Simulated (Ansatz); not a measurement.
Runs of Ansatz 0.2.0 on Ti. It takes space group Fm-3m (No. 225, cubic). The conventional cell has a = 4.060 Å, b = 4.060 Å, c = 4.060 Å, α = 90.00°, β = 90.00°, γ = 90.00°. Ti (site symmetry m-3m) has 12 Ti at 2.87 Å as nearest neighbours. This isn't the form of Ti at room conditions, which is hcp.

```tsv
level	k mesh	cutoff (eV)	mesh quality	V0 of scaled cells (Å³/atom)	B0 (GPa)
r2SCAN	11 × 11 × 11	500	not flagged	17.35	(a)
PBE0	6 × 6 × 6	420	coarse	17.22	(b)
LDA	11 × 11 × 11	420	not flagged	(c)	123
PBEsol	11 × 11 × 11	420	not flagged	16.65	114
```

Alike in all rows: task equation of state; potentials or basis Ansatz PAW; no spin polarisation; cell as given; smearing fermi-dirac 0.05 eV.

Question: Estimate the missing entries.

Answer: (a) 110; (b) 128; (c) 15.99.

Caveats: some runs use coarse meshes; the PAW data sets were made with another functional, which shifts forces and pressure a little (some runs).
